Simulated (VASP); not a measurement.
# GaN (F-43m) in VASP: a series of runs

Runs on GaN. Level: PBEsol. Tasks: relaxation of cell and atoms.

All numbers are computed with VASP 6.6.1; they aren't measurements. Logs are shortened: lines on timing, memory, paths and dates and some standing lists are left out, and cuts for length are marked.

**1. The crystal as given**

The structure is cubic, space group F-43m (No. 216). Conventional cell: a = 4.507 Å, b = 4.507 Å, c = 4.507 Å, α = 90.00°, β = 90.00°, γ = 90.00°. Ga (site symmetry -43m) has 4 N at 1.95 Å as nearest neighbours. N (site symmetry -43m) has 4 Ga at 1.95 Å as nearest neighbours.

The cell is a database's computed one.

**2. Relaxation of cell and atoms, PBEsol**

Input file INCAR:

```
SYSTEM = GaN
PREC = Accurate
ENCUT = 600
EDIFF = 1E-6
ISMEAR = 0
SIGMA = 0.03
LREAL = .FALSE.
LASPH = .TRUE.
NELM = 80
ALGO = Normal
ISIF = 3
LWAVE = .FALSE.
LCHARG = .FALSE.
GGA = PS
IBRION = 2
NSW = 90
EDIFFG = -0.01
```

Input file KPOINTS:

```
Automatic mesh
0
G
  10 10 10
  0 0 0
```

Input file POSCAR:

```
GaN
1.0
    0.0000000000      2.2535006100      2.2535006100
    2.2535006100      0.0000000000      2.2535006100
    2.2535006100      2.2535006100      0.0000000000
Ga N
1 1
Direct
    0.0000000000      0.0000000000      0.0000000000
    0.7500000000      0.7500000000      0.7500000000
```

Potentials or basis: VASP PAW PBE potentials, release 64 (Ga_d, N).

Started as:

```
> cat potpaw_PBE.64/Ga_d/POTCAR potpaw_PBE.64/N/POTCAR > POTCAR
> mpirun -np 1 vasp_std > vasp.out
```

OUTCAR:

```text
SYSTEM = GaN
   PREC = Accurate
   ENCUT = 600
   EDIFF = 1E-6
   ISMEAR = 0
   LREAL = .FALSE.
   LASPH = .TRUE.
   NELM = 80
   ISIF = 3
   GGA = PS
   IBRION = 2
   NSW = 90
   EDIFFG = -0.01

 ion  position               nearest neighbor table
   1  0.000  0.000  0.000-   2 1.95   2 1.95   2 1.95   2 1.95
   2  0.750  0.750  0.750-   1 1.95   1 1.95   1 1.95   1 1.95

  LATTYP: Found a face centered cubic cell.
 ALAT       =     4.5070012200

  Lattice vectors:

 A1 = (   0.0000000000,   2.2535006100,   2.2535006100)
 A2 = (   2.2535006100,   0.0000000000,   2.2535006100)
 A3 = (   2.2535006100,   2.2535006100,   0.0000000000)

Analysis of symmetry for initial positions (statically):
=====================================================================
 Subroutine PRICEL returns:
 Original cell was already a primitive cell.

 Routine SETGRP: Setting up the symmetry group for a
 face centered cubic supercell.

 Subroutine GETGRP returns: Found 24 space group operations
 (whereof 24 operations were pure point group operations)
 out of a pool of 48 trial point group operations.

The static configuration has the point symmetry T_d .

Analysis of symmetry for dynamics (positions and initial velocities):
=====================================================================
 Subroutine PRICEL returns:
 Original cell was already a primitive cell.

 Routine SETGRP: Setting up the symmetry group for a
 face centered cubic supercell.

 Subroutine GETGRP returns: Found 24 space group operations
 (whereof 24 operations were pure point group operations)
 out of a pool of 48 trial point group operations.

The dynamic configuration has the point symmetry T_d .

 Subroutine INISYM returns: Found 24 space group operations
 (whereof 24 operations are pure point group operations),
 and found     1 'primitive' translations

----------------------------------------------------------------------------------------

                                     Primitive cell

  volume of cell :      22.8877

  direct lattice vectors                    reciprocal lattice vectors
     0.000000000  2.253500610  2.253500610    -0.221877020  0.221877020  0.221877020
     2.253500610  0.000000000  2.253500610     0.221877020 -0.221877020  0.221877020
     2.253500610  2.253500610  0.000000000     0.221877020  0.221877020 -0.221877020

  length of vectors
     3.186931125  3.186931125  3.186931125     0.384302272  0.384302272  0.384302272

  position of ions in fractional coordinates (direct lattice)
     0.000000000  0.000000000  0.000000000
     0.750000000  0.750000000  0.750000000

  ion indices of the primitive-cell ions
   primitive index   ion index
                 1           1
                 2           2

----------------------------------------------------------------------------------------

 KPOINTS: Automatic mesh

Automatic generation of k-mesh.
 Grid dimensions read from file:
 generate k-points for:   10   10   10

 Generating k-lattice:

  Cartesian coordinates                     Fractional coordinates (reciprocal lattice)
    -0.022187702  0.022187702  0.022187702     0.100000000  0.000000000  0.000000000
     0.022187702 -0.022187702  0.022187702     0.000000000  0.100000000  0.000000000
     0.022187702  0.022187702 -0.022187702     0.000000000  0.000000000  0.100000000

  Length of vectors
     0.038430227  0.038430227  0.038430227

  Shift w.r.t. Gamma in fractional coordinates (k-lattice)
     0.000000000  0.000000000  0.000000000

 Subroutine IBZKPT returns following result:
 ===========================================

 Found     47 irreducible k-points:

 Following reciprocal coordinates:
            Coordinates               Weight
  0.000000  0.000000  0.000000      1.000000
  0.100000  0.000000  0.000000      8.000000
  0.200000  0.000000  0.000000      8.000000
  0.300000  0.000000  0.000000      8.000000
  0.400000  0.000000  0.000000      8.000000
  0.500000  0.000000  0.000000      4.000000
[... 16 lines left out ...]
  0.300000  0.300000  0.000000      6.000000
  0.400000  0.300000  0.000000     24.000000
 [... further k-points ...]
   k-points           NKPTS =     47   k-points in BZ     NKDIM =     47   number of bands    NBANDS=     13
   number of dos      NEDOS =    301   number of ions     NIONS =      2
   total plane-waves  NPLWV =  21952
   dimension x,y,z NGX =    28 NGY =   28 NGZ =   28
   dimension x,y,z NGXF=    56 NGYF=   56 NGZF=   56
   ions per type =               1   1
   NGX,Y,Z   is equivalent  to a cutoff of  14.61, 14.61, 14.61 a.u.
   NGXF,Y,Z  is equivalent  to a cutoff of  29.21, 29.21, 29.21 a.u.
 SYSTEM =  GaN
   PREC   = accura    normal or accurate (medium, high low for compatibility)
   ISTART =      0    job   : 0-new  1-cont  2-samecut
   ICHARG =      2    charge: 1-file 2-atom 10-const
   ISPIN  =      1    spin polarized calculation?
   LNONCOLLINEAR =      F non collinear calculations
   LSORBIT =      F    spin-orbit coupling
   LASPH  =      T    aspherical Exc in radial PAW
   ENCUT  =  600.0 eV  44.10 Ry    6.64 a.u.   6.37  6.37  6.37*2*pi/ulx,y,z
   NELM   =     80;   NELMIN=  2; NELMDL= -5     # of ELM steps
   EDIFF  = 0.1E-05   stopping-criterion for ELM
   LREAL  =      F    real-space projection
   EDIFFG = -.1E-01   stopping-criterion for IOM
   NSW    =     90    number of steps for IOM
   IBRION =      2    ionic relax: 0-MD 1-quasi-New 2-CG
   NFREE  =      1    steps in history (QN), initial steepest desc. (CG)
   ISIF   =      3    stress and relaxation
   ISYM   =      2    0-nonsym 1-usesym 2-fastsym
   POTIM  = 0.5000    time-step for ionic-motion
   TEBEG  =    0.0;   TEEND  =   0.0 temperature during run
   PSTRESS=    0.0 pullay stress
   NELECT =      18.0000    total number of electrons
   NUPDOWN=      -1.0000    fix difference up-down
   EMIN   =  10.00;   EMAX   =-10.00  energy-range for DOS
   EFERMI =   0.00;   METHOD = LEGACY
   ISMEAR =     0;   SIGMA  =   0.03  broadening in eV -4-tet -1-fermi 0-gaus
   EFERMI_NEDOS =   21; number of points for ismear=-14 and -15
   IALGO  =     38    algorithm
   IMIX   =      4    mixing-type and parameters
     AMIX     =   0.40;   BMIX     =  1.00
     AMIX_MAG =   1.60;   BMIX_MAG =  1.00
  volume/ion in A,a.u.               =      11.44        77.23
  Fermi-wavevector in a.u.,A,eV,Ry     =   1.511117  2.855596 31.068543  2.283473
  Thomas-Fermi vector in A             =   2.621216
   LORBIT       =      0    0 simple, 1 ext, 2 COOP (PROOUT), +10 PAW based schemes
   GGA     = PS    functional components
   LHFCALC =     F    Hartree Fock is set to
   AEXX    =    0.0000 exact exchange contribution
   IVDW    =     0    specifies the selected vdW correction
   LEPSILON=     F    determine dielectric tensor
   LRPA    =     F    only Hartree local field effects (RPA)
 conjugate gradient relaxation of ions
 non-spin polarized calculation
 Gauss-broadening in eV      SIGMA  =   0.03
  energy-cutoff  :      600.00
  volume of cell :       22.89
 maximum number of plane-waves:       785
 NGX is ok and might be reduce to    28
   NGX = 13   NGY = 13   NGZ = 13

--------------------------------------- Ionic step        1  -------------------------------------------

 number of electron      18.0000005 magnetization

 Free energy of the ion-electron system (eV)
  ---------------------------------------------------
  ext. energy  EPLUGINS =         0.00000000
  ---------------------------------------------------
  free energy    TOTEN  =       -13.12373633 eV

  energy without entropy =      -13.12373633  energy(sigma->0) =      -13.12373633

------------------------ aborting loop because EDIFF is reached ----------------------------------------

  FORCE on cell =-STRESS in cart. coord.  units (eV):
  Direction    XX          YY          ZZ          XY          YZ          ZX
  --------------------------------------------------------------------------------------
  -------------------------------------------------------------------------------------
  Total       -0.2148034     -0.2148034     -0.2148034     -0.0000000      0.0000000      0.0000000
  in kB      -15.0365702    -15.0365702    -15.0365702     -0.0000000      0.0000000      0.0000000
  external PRESSURE =     -15.0365702 kB  Pullay stress =       0.0000000 kB
[... 129 lines left out ...]
  energy  without entropy=      -13.1245722121  energy(sigma->0) =      -13.12457221

--------------------------------------- Ionic step        5  -------------------------------------------

 number of electron      18.0000004 magnetization

 Free energy of the ion-electron system (eV)
  ---------------------------------------------------
  ext. energy  EPLUGINS =         0.00000000
  ---------------------------------------------------
  free energy    TOTEN  =       -13.12457832 eV

  energy without entropy =      -13.12457832  energy(sigma->0) =      -13.12457832

 E-fermi :   5.4396     XC(G=0): -11.9480

 val. band max:        5.2428573857   @ k =   0.0000   0.0000   0.0000
 cond. band min:       6.9806311029   @ k =   0.0000   0.0000   0.0000
 fundamental gap:      1.7377737172
 Fermi energy:         5.4396147122

 k-point     1 :       0.0000    0.0000    0.0000
  band No.  band energies     occupation
      1     -10.7637      2.00000
      2      -8.1685      2.00000
      3      -8.1685      2.00000
      4      -8.1685      2.00000
      5      -7.8346      2.00000
      6      -7.8346      2.00000
      7       5.2429      2.00000
      8       5.2429      2.00000
      9       5.2429      2.00000
     10       6.9806      0.00000
     11      15.4990      0.00000
     12      15.4990      0.00000
     13      15.4990      0.00000
[... 353 lines left out ...]
 k-point    24 :       0.4000    0.3000    0.0000
  band No.  band energies     occupation
      1      -9.7251      2.00000
      2      -8.0381      2.00000
      3      -7.9357      2.00000
      4      -7.9348      2.00000
      5      -7.7718      2.00000
      6      -6.9302      2.00000
      7       0.1700      2.00000
      8       2.7108      2.00000
      9       3.0429      2.00000
     10       9.6025      0.00000
     11      12.3808      0.00000
     12      15.9550      0.00000
     13      18.0918      0.00000

 [... further k-points ...]

------------------------ aborting loop because EDIFF is reached ----------------------------------------

  FORCE on cell =-STRESS in cart. coord.  units (eV):
  Direction    XX          YY          ZZ          XY          YZ          ZX
  --------------------------------------------------------------------------------------
  -------------------------------------------------------------------------------------
  Total        0.0124378      0.0124378      0.0124378      0.0000000     -0.0000000      0.0000000
  in kB        0.8781391      0.8781391      0.8781391      0.0000000     -0.0000000      0.0000000
  external PRESSURE =       0.8781391 kB  Pullay stress =       0.0000000 kB
[... 17 lines left out ...]
  FREE ENERGIE OF THE ION-ELECTRON SYSTEM (eV)
  ---------------------------------------------------
  free  energy   TOTEN  =       -13.1245783157 eV

  energy  without entropy=      -13.1245783157  energy(sigma->0) =      -13.12457832

 reached required accuracy - stopping structural energy minimisation
```

Run time: 25 s. Hardware: 1 thread of Intel Xeon 6975P-C (Granite Rapids), shared host; peak memory 0.17 GiB.

Results:

```
Free energy                            : -13.1246 eV
Relaxed volume                         : 11.35 Å³/atom
Relaxed cell                           : a = 3.178 Å, b = 3.178 Å, c = 3.178 Å, α = 60.00°, β = 60.00°, γ = 60.00°
Space group after relaxing (to 0.05 Å) : F-43m (No. 216)
Energy gained by relaxing              : 0.4 meV/atom
Ionic steps                            : 5
Pressure after relaxing                : 0.1 GPa
Band gap on the k mesh                 : 1.74 eV, direct
```

The path:
```
step  energy change (eV)  largest force (eV/Å)  pressure (GPa)  volume (Å³)
   1              0.0000                0.0000           -1.50        22.89
   2             -0.0001                0.0000            1.75        22.53
   3             -0.0008                0.0000           -0.15        22.70
   4             -0.0008                0.0000            0.18        22.69
   5             -0.0008                0.0000            0.09        22.69
```

Final structure:
```xyz
2
Lattice="0.0000 2.2471 2.2471 2.2471 0.0000 2.2471 2.2471 2.2471 0.0000" Properties=species:S:1:pos:R:3 pbc="T T T"
Ga    0.0000    0.0000    0.0000
N     3.3706    3.3706    3.3706
```

Caveat: the PAW data sets were made with another functional, which shifts forces and pressure a little.

**3. Relaxation of cell and atoms, PBEsol**

This run uses another cell than the first one, of 11.35 Å³/atom, 0.991 times its volume.

INCAR, as its differences from that of step 2:

```diff
@@ -3,3 +3,3 @@
 ENCUT = 600
-EDIFF = 1E-6
+EDIFF = 1E-7
 ISMEAR = 0
@@ -16,2 +16,2 @@
 NSW = 90
-EDIFFG = -0.01
+EDIFFG = -0.005
```

KPOINTS is that of step 2.

Input file POSCAR:

```
GaN                                     
1.0
   -0.0000000000      2.2470866997      2.2470866997
    2.2470866997      0.0000000000      2.2470866997
    2.2470866997      2.2470866997      0.0000000000
  Ga              N             
     1     1
Direct
     0.0000000000000000    0.0000000000000000    0.0000000000000000
     0.7500000000000000    0.7500000000000000    0.7500000000000000
```

Potentials or basis: VASP PAW PBE potentials, release 64 (Ga_d, N).

Started as:

```
> cat potpaw_PBE.64/Ga_d/POTCAR potpaw_PBE.64/N/POTCAR > POTCAR
> mpirun -np 1 vasp_std > vasp.out
```

Run time: 18 s. Hardware: 1 thread of Intel Xeon 6975P-C (Granite Rapids), shared host; peak memory 0.17 GiB.

Results (log left out):

```yaml
Free_energy: -13.1243 eV
Relaxed_volume: 11.35 Å³/atom
Relaxed_cell: a = 3.179 Å, b = 3.179 Å, c = 3.179 Å, α = 60.00°, β = 60.00°, γ = 60.00°
Space_group_after_relaxing_to_0.05_Å: F-43m (No. 216)
Energy_gained_by_relaxing: 0.0 meV/atom
Ionic_steps: 3
Pressure_after_relaxing: 0.0 GPa
Band_gap_on_the_k_mesh: 1.73 eV, direct
```

Final structure:
```yaml
crystal:
  lattice:
    - [0.00000, 2.24755, 2.24755]
    - [2.24755, 0.00000, 2.24755]
    - [2.24755, 2.24755, 0.00000]
  atoms:
    - { symbol: Ga, position: [0.00000, 0.00000, 0.00000] }
    - { symbol: N, position: [0.75000, 0.75000, 0.75000] }
```

Levels at points of the mesh, in eV from the valence-band top:
```
           k point  band 5  band 6  band 7  band 8  band 9  band 10  band 11  band 12  band 13
(0.00, 0.00, 0.00)  -13.08  -13.08    0.00    0.00    0.00     1.73    10.25    10.25    10.25
(0.50, 0.00, 0.00)  -13.03  -11.83   -7.17   -0.99   -0.99     4.62     8.67    10.31    10.31
(0.50, 0.50, 0.00)  -13.00  -11.40   -6.21   -2.76   -2.76     3.23     6.61    11.63    13.96
```

Caveat: the PAW data sets were made with another functional, which shifts forces and pressure a little. Expect the measured gap to be larger: semilocal functionals such as PBEsol lack the derivative discontinuity.
